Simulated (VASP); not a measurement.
A run of VASP 6.6.1 is set up as follows.

INCAR

```
PREC = Accurate
ENCUT = 600
EDIFF = 1E-6
ISMEAR = -1
SIGMA = 0.05
LREAL = F
LASPH = T
NELM = 100
ALGO = Fast
ISIF = 3
LWAVE = F
LCHARG = F
GGA = PS
IVDW = 13
IBRION = 2
NSW = 60
EDIFFG = -0.01
```

The input KPOINTS:

```
Automatic mesh
0
Gamma
  8 8 3
```

POSCAR

```
ZnS
1.0
    3.8227000000      0.0000000000      0.0000000000
   -1.9113500000      3.3105553110      0.0000000000
    0.0000000000      0.0000000000     12.5200000000
Zn S
4 4
Direct
    0.6666666667      0.3333333333      0.7500000000
    0.3333333333      0.6666666667      0.2500000000
    0.0000000000      0.0000000000      0.5000000000
    0.0000000000      0.0000000000      0.0000000000
    0.6666666667      0.3333333333      0.9375000000
    0.3333333333      0.6666666667      0.4375000000
    0.0000000000      0.0000000000      0.6875000000
    0.0000000000      0.0000000000      0.1875000000
```

Potentials or basis: VASP PAW PBE potentials, release 64 (Zn, S).

The run is started by

```bash
$ cat potpaw_PBE.64/Zn/POTCAR potpaw_PBE.64/S/POTCAR > POTCAR
$ mpirun -np 1 vasp_std > vasp.out
```

(1) What does it give for the space group after relaxing (to 0.05 Å)?

(2) Estimate the relaxed cell.

(3) Estimate the dispersion energy per atom.

(4) Estimate the band gap on the k mesh.

## Answers

(1) P6_3mc (No. 186).

(2) a = 3.766 Å, b = 3.766 Å, c = 12.326 Å, α = 90.00°, β = 90.00°, γ = 120.00°.

(3) -0.183 eV.

(4) 2.20 eV, direct.
